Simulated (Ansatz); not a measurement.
# CO2 (I-42d) in Ansatz: notebook

The runs below take CO2 through relaxation of cell and atoms, with PBEsol, PBEsol+D3(BJ).

Program: Ansatz 0.2.0. These are calculated values, not measurements. Logs are shortened: lines on timing, memory, paths and dates and some standing lists are left out, and cuts for length are marked.

**1. The crystal as given**

Symmetry: I-42d, No. 122, tetragonal system. Conventional cell: a = 3.949 Å, b = 3.949 Å, c = 6.028 Å, α = 90.00°, β = 90.00°, γ = 90.00°. O (site symmetry 2) is surrounded by 2 C at 1.40 Å. Around C (site symmetry -4) lie 4 O at 1.40 Å.

The cell comes from a database or a generator and needn't be the stable form of this composition.

**2. Relaxation of cell and atoms, PBEsol**

File input.yaml:

```yaml
crystal:
  lattice:
    - [-1.974727, 1.974727, 3.014058]
    - [1.974727, -1.974727, 3.014058]
    - [1.974727, 1.974727, -3.014058]
  atoms:
    - { symbol: O, position: [0.875, 0.959798, 0.584798] }
    - { symbol: O, position: [0.375, 0.290202, 0.415202] }
    - { symbol: O, position: [0.040202, 0.625, 0.915202] }
    - { symbol: O, position: [0.709798, 0.125, 0.084798] }
    - { symbol: C, position: [0.0, 0.0, 0.0] }
    - { symbol: C, position: [0.75, 0.25, 0.5] }
hamiltonian:
  xc: pbesol
  pseudopotentials: { kind: paw }
kpoints:
  mp_grid: { grid: [9, 9, 9] }
scf:
  occupations: { method: fermi_dirac, width: 0.05 }
output:
  forces: true
  stress: true
  eigenvalues: true
  write_density: true
  write_potential: true
  elf: true
  volumetric_format: npy
relax:
  f_tol: 0.01
  max_steps: 40
  cell: { stress_tol: 0.05 }
```

Potentials or basis: Ansatz PAW.

Command:

```bash
ansatz run input.yaml --threads 2 --pin off --max-ram 5632MiB --backend cpu --events-out ev --progress --plain --runs-dir out
```

Log:

```text
Warning: RAYON_NUM_THREADS=2 ignored (pool sized by the plan → 2); use --threads N
Engine: ansatz 0.2.0, x86_64-unknown-linux-gnu
Pseudopotentials: kind: paw
Pseudopotential: O, paw, valence charge 6, recommended cutoff 420 eV (normal), O.paw.azcp
Pseudopotential: C, paw, valence charge 4, recommended cutoff 420 eV (normal), C.paw.azcp
Functional definition: PBEsol
  exchange = pbesol_x
  correlation = pbesol_c
Crystal: 6 atoms, lattice volume = 47.014 Å³
Basis set: ecut = 420 eV, 919 PW (Γ), exchange–correlation on 60×60×60 points (8 copies of the dense FFT grid, shifted against one another)
Bands: 22, of which v1, the nominal top of the filled ones, is band 16 counted from 1 (15 counted from 0)
Symmetry: 8 space group operations
Space group: I-42d (ITA 122), of the structure as read, at distance tolerance 3.6e-5 Å
k-points: 75 of 729 (time reversal used)
Non-local potential: O, projectors of the file, l = 0: 2, l = 1: 2, l = 2: 1
Non-local potential: C, projectors of the file, l = 0: 2, l = 1: 2, l = 2: 1
PAW form: soft (Blöchl's): semilocal exchange-correlation on the pseudo side does not see the compensation charge
PAW frozen core: O, regenerated for the run's functional, and the local potential with it (the file was generated under x = pbe(κ = 0.804, μ = 0.2195149727645171), c = pbe(β = 0.06672455060314922))
PAW frozen core: C, regenerated for the run's functional, and the local potential with it (the file was generated under x = pbe(κ = 0.804, μ = 0.2195149727645171), c = pbe(β = 0.06672455060314922))
PAW one-centre angular grid: O, 110 points (default); XC on 64 Gauss nodes
PAW one-centre angular grid: C, 110 points (default); XC on 64 Gauss nodes
Initial density: superposition of atomic densities (neutral atoms: chi_scale 0, normalization atom), corrected by the library's trained network
Initial wavefunctions: pseudopotential atomic-orbital guess
Functional: x = pbesol(κ = 0.804, μ = 0.12345679012345678), c = pbesol(β = 0.046)
SCF iter   1: F=—  HF=-2732.668335 eV  |F-HF|=—  |Δ(HF+E_count)|=         —  Δρ=1.00e-2  dr2=3.16e-2  ethr=1.77e-3  ⟨swp⟩=6.0  Hψ=7370  notcnv=0
preconditioner: auto → none  [insulator: Δε(μ)=7.554 eV  Ē_g=18.825 eV  σ=0.050 eV  W_gap=1.00  n_scr=14 (ndim 8)  ℏωp=30.6 eV  f_vac=0.039  D(μ)=0.00/eV (n_scr^D=0)  ε∞_Penn≈3.6]
SCF iter   2: F=—  HF=-2732.659047 eV  |F-HF|=—  |Δ(HF+E_count)|=   9.29e-3  Δρ=2.59e-3  dr2=1.86e-3  ethr=9.86e-5  ⟨swp⟩=2.9  Hψ=3685  notcnv=0  defer=147
SCF iter   3: F=—  HF=-2732.659018 eV  |F-HF|=—  |Δ(HF+E_count)|=   2.97e-5  Δρ=1.18e-3  dr2=3.11e-4  ethr=5.80e-6  ⟨swp⟩=2.6  Hψ=2908  notcnv=0  defer=147
SCF iter   4: F=—  HF=-2732.659046 eV  |F-HF|=—  |Δ(HF+E_count)|=   2.85e-5  Δρ=4.28e-4  dr2=1.65e-5  ethr=9.71e-7  ⟨swp⟩=2.1  Hψ=2507  notcnv=0  defer=147
SCF iter   5: F=—  HF=-2732.659084 eV  |F-HF|=—  |Δ(HF+E_count)|=   3.76e-5  Δρ=3.41e-5  dr2=1.56e-7  ethr=5.16e-8  ⟨swp⟩=2.8  Hψ=3011  notcnv=0  defer=147
SCF iter   6: F=-2732.659084 eV  HF=-2732.659084 eV  |F-HF|=5.67e-9  |Δ(HF+E_count)|=   2.57e-7  Δρ=4.72e-6  dr2=3.16e-9  ethr=3.13e-10  ⟨swp⟩=12.3  Hψ=11704  notcnv=0
SCF 1 converged in 6 iterations: F = -2732.659084 eV  dr2 = 3.16e-9
relax step   1: F+E_penalty+E_count = -2732.65908409 eV  Δ(F+E_penalty+E_count) = +0.000e0 eV  max|allowed force component| = 2.141e-1 eV/Å  Δτ_max = 0.0000 Å  P = -6.564 GPa  Ω = 47.014 Å³  (6 SCF iters, dr2 threshold 1.00e-7 eV, accepted)
Crystal: 6 atoms, lattice volume = 45.979 Å³
Basis set: ecut = 420 eV, 909 PW (Γ), exchange–correlation on 60×60×60 points (8 copies of the dense FFT grid, shifted against one another)
Initial density: handed on by an earlier stage of this run
Initial wavefunctions: those handed on with the density
iter 1 solved again at ethr=1.20e-5 eV; its pass at ethr=3.10e-3 eV (dr2=3.82e-3 eV) is discarded
SCF iter   1: F=—  HF=-2732.691717 eV  |F-HF|=—  |Δ(HF+E_count)|=         —  Δρ=4.25e-3  dr2=3.95e-3  ethr=1.20e-5  ⟨swp⟩=1.0  Hψ=10191  notcnv=0
preconditioner: auto → none  [insulator: Δε(μ)=7.640 eV  Ē_g=19.047 eV  σ=0.050 eV  W_gap=1.00  n_scr=14 (ndim 8)  ℏωp=31.0 eV  f_vac=0.025  D(μ)=0.00/eV (n_scr^D=0)  ε∞_Penn≈3.6]
SCF iter   2: F=—  HF=-2732.690823 eV  |F-HF|=—  |Δ(HF+E_count)|=   8.94e-4  Δρ=1.97e-3  dr2=5.53e-4  ethr=1.20e-5  ⟨swp⟩=3.0  Hψ=3110  notcnv=0
SCF iter   3: F=—  HF=-2732.690801 eV  |F-HF|=—  |Δ(HF+E_count)|=   2.25e-5  Δρ=6.67e-4  dr2=1.19e-4  ethr=1.73e-6  ⟨swp⟩=3.0  Hψ=3070  notcnv=0
[... 39 lines left out ...]
Crystal: 6 atoms, lattice volume = 45.568 Å³
iter 1 solved again at ethr=8.95e-8 eV; its pass at ethr=3.10e-3 eV (dr2=2.87e-5 eV) is discarded
SCF iter   1: F=—  HF=-2732.687459 eV  |F-HF|=—  |Δ(HF+E_count)|=         —  Δρ=3.55e-4  dr2=2.39e-5  ethr=8.95e-8  ⟨swp⟩=2.4  Hψ=9600  notcnv=0
preconditioner: auto → none  [insulator: Δε(μ)=7.669 eV  Ē_g=19.176 eV  σ=0.050 eV  W_gap=1.00  n_scr=14 (ndim 8)  ℏωp=31.1 eV  f_vac=0.026  D(μ)=0.00/eV (n_scr^D=0)  ε∞_Penn≈3.6]
SCF iter   2: F=—  HF=-2732.687454 eV  |F-HF|=—  |Δ(HF+E_count)|=   4.84e-6  Δρ=1.68e-4  dr2=3.69e-6  ethr=7.46e-8  ⟨swp⟩=2.1  Hψ=2845  notcnv=0
SCF iter   3: F=—  HF=-2732.687454 eV  |F-HF|=—  |Δ(HF+E_count)|=   1.72e-7  Δρ=4.98e-5  dr2=6.76e-7  ethr=1.15e-8  ⟨swp⟩=3.0  Hψ=3027  notcnv=0
SCF iter   4: F=-2732.687454 eV  HF=-2732.687454 eV  |F-HF|=4.02e-9  |Δ(HF+E_count)|=   1.59e-7  Δρ=1.35e-5  dr2=2.05e-8  ethr=9.51e-10  ⟨swp⟩=9.3  Hψ=10591  notcnv=0
SCF 6 converged in 4 iterations: F = -2732.687454 eV  dr2 = 2.05e-8
relax step   6: F+E_penalty+E_count = -2732.68745372 eV  Δ(F+E_penalty+E_count) = -6.915e-4 eV  max|allowed force component| = 4.609e-4 eV/Å  Δτ_max = 0.0008 Å  P = -0.005 GPa  Ω = 45.568 Å³  energy of the carried Pulay correction = +6.181e-4 eV  (4 SCF iters, dr2 threshold 3.04e-7 eV, accepted)
iter 1 solved again at ethr=2.86e-8 eV; its pass at ethr=3.10e-3 eV (dr2=9.17e-6 eV) is discarded
SCF iter   1: F=—  HF=-2732.686870 eV  |F-HF|=—  |Δ(HF+E_count)|=         —  Δρ=2.71e-5  dr2=6.13e-8  ethr=2.86e-8  ⟨swp⟩=3.2  Hψ=12448  notcnv=0
SCF iter   2: F=—  HF=-2732.686870 eV  |F-HF|=—  |Δ(HF+E_count)|=   3.68e-8  Δρ=1.15e-5  dr2=1.40e-8  ethr=1.92e-10  ⟨swp⟩=2.0  Hψ=2543  notcnv=0
SCF iter   3: F=—  HF=-2732.686870 eV  |F-HF|=—  |Δ(HF+E_count)|=   4.77e-9  Δρ=5.25e-6  dr2=2.28e-9  ethr=4.37e-11  ⟨swp⟩=2.9  Hψ=2921  notcnv=0
SCF iter   4: F=-2732.686870 eV  HF=-2732.686870 eV  |F-HF|=2.82e-11  |Δ(HF+E_count)|=   1.39e-9  Δρ=4.88e-7  dr2=2.50e-11  ethr=1.00e-12  ⟨swp⟩=5.0  Hψ=8964  notcnv=0
SCF 7 converged in 4 iterations: F = -2732.686870 eV  dr2 = 2.50e-11
relax step   7: F+E_penalty+E_count = -2732.68686988 eV  Δ(F+E_penalty+E_count) = +5.838e-4 eV  max|allowed force component| = 3.297e-4 eV/Å  Δτ_max = 0.0000 Å  P = -0.017 GPa  Ω = 45.568 Å³  stress off target by 1.72e-2 GPa  SCF on the basis re-selected at this cell (its energy is not comparable with the rows above)  (4 SCF iters)
basis re-selected at this cell: Δ(F+E_penalty+E_count) = +5.838e-4 eV, ΔP = -0.012 GPa vs the last step (what re-selecting the basis moved, of the pressure what is left beyond the Pulay correction that the steps carried, after the strain that the cell walked since its last selection, with what the two solves' SCF thresholds leave and, on support functions, any second-order correction that the steps lacked; it is no measure of the basis error at this ecutwfc). This SCF's stress stands 1.72e-2 GPa from its target on what of the cell is left free (relax.cell.stress_tol is 5.00e-2 GPa) and its largest allowed force component is 3.30e-4 eV/Å (relax.f_tol is 1.00e-2 eV/Å): within both
SCF converged after 4 iterations
Free energy (F): -2732.686870 eV
Harris-Foulkes:  -2732.686870 eV  (|F-HF|=2.82e-11)
Internal energy: -2732.686870 eV  (E = F + TS)
E sigma→0 (E₀):  -2732.686870 eV
Fermi energy:    9.224979 eV
--- Per-component energies (eV) ---
  E_band       = -107.487399
  E_kinetic    = 882.053330
  E_local      = -1734.088953  (includes V_loc(G=0)·N_el)
  E_nonlocal   = 245.935710
  E_hartree    = 572.547307
  E_xc         = -383.608270
  E_vxc        = -488.521740  (∫ρ·V_xc dr)
  E_paw        = -801.429863  (= ΣΔE_a)
  E_vpaw       = -157.970336  (= ΣTr[D̂ρ^β])
  E_aug_tail   = 0.010066  (compensation charges beyond the density's cutoff)
  E_ewald      = -1514.289551
  E_core_change = 0.183353  (= ΣΔE_core)
  E_smearing   = -0.000000  (= −TS)
  E_closure    = -0.000000  (closes the sum)
  Σ components = -2732.686870   (vs F -2732.686870, Δ=0.00e0)
--- Forces (eV/Å), atoms counted from 1 ---
  atom   1  O     -0.00032974    -0.00000000    -0.00000000
  atom   2  O      0.00032974     0.00000000    -0.00000000
  atom   3  O      0.00000000     0.00032974    -0.00000000
  atom   4  O     -0.00000000    -0.00032974     0.00000000
  atom   5  C     -0.00000000     0.00000000     0.00000000
  atom   6  C     -0.00000000    -0.00000000     0.00000000
  max |Σ_I F_I| component: 1.34e-16 eV/Å
--- Stress (GPa, compression-positive) ---
       -0.016888       0.000000      -0.000000
        0.000000      -0.016888      -0.000000
        0.000000      -0.000000      -0.017218
  P = ⅓ Tr σ = -0.0170 GPa (-0.170 kbar)
--- Band table (eV; the first three rows and the last of 75) ---
  k-point 0: bands = ["-18.8409", "-13.6061", "-13.6061", "-12.8902", "-9.3038", "-4.5028", "-4.5028", "-3.1787", "0.7031", "1.6034", "2.8025", "4.0522", "4.0522", "4.4483", "4.4483", "4.9148", "12.9841", "14.8063", "14.8118", "14.8118", "17.7300", "18.0853"]
  k-point 1: bands = ["-18.7289", "-13.9129", "-13.6350", "-12.9609", "-9.0020", "-4.6694", "-4.3302", "-3.0267", "0.5695", "1.8182", "2.8946", "3.9428", "4.1605", "4.2158", "4.3640", "4.7800", "13.1296", "14.8017", "14.9301", "15.0987", "17.7121", "17.9664"]
  k-point 2: bands = ["-18.3994", "-14.6281", "-13.6994", "-13.1587", "-8.2883", "-5.0437", "-3.8696", "-2.7044", "0.2753", "2.2884", "3.0608", "3.1200", "4.1440", "4.1672", "4.4419", "4.6608", "13.4135", "14.7533", "15.3675", "15.5153", "17.5444", "18.1392"]
  k-point 74: bands = ["-16.8238", "-16.6952", "-13.9161", "-13.8738", "-5.4109", "-5.1547", "-3.2252", "-3.0912", "1.4672", "1.7765", "1.9776", "2.2228", "2.7095", "3.0406", "5.2595", "5.3151", "14.1222", "14.3418", "16.1534", "16.2759", "16.9118", "17.0835"]
--- Relaxed structure (5 steps of the walk, 5 accepted, 2 SCFs on fresh bases) ---
  F+E_penalty+E_count = -2732.68686988 eV   max|allowed force component| = 3.297e-4 eV/Å   (the final SCF, on the basis selected at the relaxed cell)
  cell:  # Å, volume = 45.5681 Å³
    - [-1.959108162383876, 1.959108162383876, 2.968137659852528]
    - [1.959108162383876, -1.959108162383876, 2.968137659852528]
    - [1.959108162383876, 1.959108162383876, -2.968137659852528]
  atoms:
    - { symbol: O, position: [0.875, 0.9577596167630024, 0.5827596167630024] }
    - { symbol: O, position: [0.375, 0.2922403832369977, 0.41724038323699775] }
    - { symbol: O, position: [0.042240383236997664, 0.625, 0.9172403832369977] }
    - { symbol: O, position: [0.7077596167630023, 0.125, 0.08275961676300231] }
    - { symbol: C, position: [-7.32052023721424e-20, -9.15065029651788e-21, -8.235585266866028e-20] }
    - { symbol: C, position: [0.7500000000000001, 0.24999999999999997, 0.5000000000000001] }
```

It took 17 s on 2 threads of Intel Xeon 6975P-C (Granite Rapids), shared host; peak memory 0.43 GiB.

Results:

```yaml
Free_energy: -2732.6869 eV
Relaxed_volume: 7.59 Å³/atom
Relaxed_cell: a = 4.060 Å, b = 4.060 Å, c = 4.060 Å, α = 122.30°, β = 122.30°, γ = 86.06°
Space_group_after_relaxing_to_0.05_Å: I-42d (No. 122)
Energy_gained_by_relaxing: 4.6 meV/atom
Ionic_steps: 7
Pressure_after_relaxing: 0.0 GPa
Band_gap_on_the_k_mesh: 7.67 eV, indirect (least direct gap 8.07 eV)
```

Step by step:
```
step  energy change (eV)  largest force (eV/Å)  volume (Å³)
   1              0.0000                0.2141        47.01
   2             -0.0317                0.1084        45.98
   3             -0.0373                0.0212        45.62
   4             -0.0371                0.0061        45.65
   5             -0.0277                0.0067        45.65
   6             -0.0284                0.0005        45.57
   7             -0.0278                0.0003        45.57
```

Final structure:
```xyz
6
Lattice="-1.9591 1.9591 2.9681 1.9591 -1.9591 2.9681 1.9591 1.9591 -2.9681" Properties=species:S:1:pos:R:3 pbc="T T T"
O     1.3038    0.9796    3.7102
O     0.6553    0.9796    0.7420
O     2.9387    0.6553   -0.7420
O    -0.9796    1.3038    2.2261
C     0.0000    0.0000    0.0000
C     0.0000    1.9591    1.4841
```

Levels at points of the mesh, in eV from the valence-band top:
| k point | band 13 | band 14 | band 15 | band 16 | band 17 | band 18 | band 19 | band 20 |
| --- | --- | --- | --- | --- | --- | --- | --- | --- |
| (0.00, 0.00, 0.00) | -1.26 | -0.87 | -0.87 | -0.40 | 7.67 | 9.49 | 9.50 | 9.50 |

Caveat: odd divisions of the mesh miss points on the zone boundary, where band edges often lie, so the gap on the mesh can be too wide; the plane-wave basis is chosen anew once the cell has moved, so the energies of steps on either side of that aren't comparable; the pressure holds a Pulay correction of +1.3 GPa for the finite cutoff; the PAW data sets come from PBE, with cores solved anew for the run's functional, which leaves a small shift of forces and pressure.

**3. Relaxation of cell and atoms, PBEsol+D3(BJ)**

Edit input.yaml of step 2 so:

```diff
@@ -15,2 +15,3 @@
   pseudopotentials: { kind: paw }
+  dispersion: d3bj
 kpoints:
@@ -23,6 +24,2 @@
   eigenvalues: true
-  write_density: true
-  write_potential: true
-  elf: true
-  volumetric_format: npy
 relax:
```

Potentials or basis: Ansatz PAW.

Command:

```bash
ansatz run input.yaml --threads 2 --pin off --max-ram 5632MiB --backend cpu --events-out ev --progress --plain --runs-dir out
```

Run time: 15 s. Hardware: 2 threads of Intel Xeon 6975P-C (Granite Rapids), shared host; peak memory 0.43 GiB.

It converged, with:

| Quantity | Value |
| --- | --- |
| Free energy | -2733.0992 eV |
| Relaxed volume | 7.52 Å³/atom |
| Relaxed cell | a = 4.049 Å, b = 4.049 Å, c = 4.049 Å, α = 122.42°, β = 122.42°, γ = 85.86° |
| Space group after relaxing (to 0.05 Å) | I-42d (No. 122) |
| Energy gained by relaxing | 7.2 meV/atom |
| Ionic steps | 7 |
| Pressure after relaxing | 0.0 GPa |
| Band gap on the k mesh | 7.68 eV, indirect (least direct gap 8.06 eV) |

The path:
| step | energy change (eV) | largest force (eV/Å) | volume (Å³) |
| --- | --- | --- | --- |
| 1 | 0.0000 | 0.2149 | 47.01 |
| 2 | -0.0474 | 0.1075 | 45.65 |
| 3 | -0.0546 | 0.0200 | 45.18 |
| 4 | -0.0545 | 0.0060 | 45.22 |
| 5 | -0.0427 | 0.0069 | 45.22 |
| 6 | -0.0436 | 0.0019 | 45.11 |
| 7 | -0.0429 | 0.0018 | 45.11 |

Final structure:
```xyz
6
Lattice="-1.9503 1.9503 2.9650 1.9503 -1.9503 2.9650 1.9503 1.9503 -2.9650" Properties=species:S:1:pos:R:3 pbc="T T T"
O     1.2912    0.9751    3.7062
O     0.6591    0.9751    0.7412
O     2.9254    0.6591   -0.7412
O    -0.9751    1.2912    2.2237
C     0.0000    0.0000    0.0000
C     0.0000    1.9503    1.4825
```

Levels at points of the mesh, in eV from the valence-band top:
| k point | band 14 | band 15 | band 16 | band 17 | band 18 | band 19 |
| --- | --- | --- | --- | --- | --- | --- |
| (0.00, 0.00, 0.00) | -0.85 | -0.85 | -0.38 | 7.68 | 9.57 | 9.57 |

Caveat: odd divisions of the mesh miss points on the zone boundary, where band edges often lie, so the gap on the mesh can be too wide; the plane-wave basis is chosen anew once the cell has moved, so the energies of steps on either side of that aren't comparable; the pressure holds a Pulay correction of +1.3 GPa for the finite cutoff; the PAW data sets come from PBE, with cores solved anew for the run's functional, which leaves a small shift of forces and pressure.
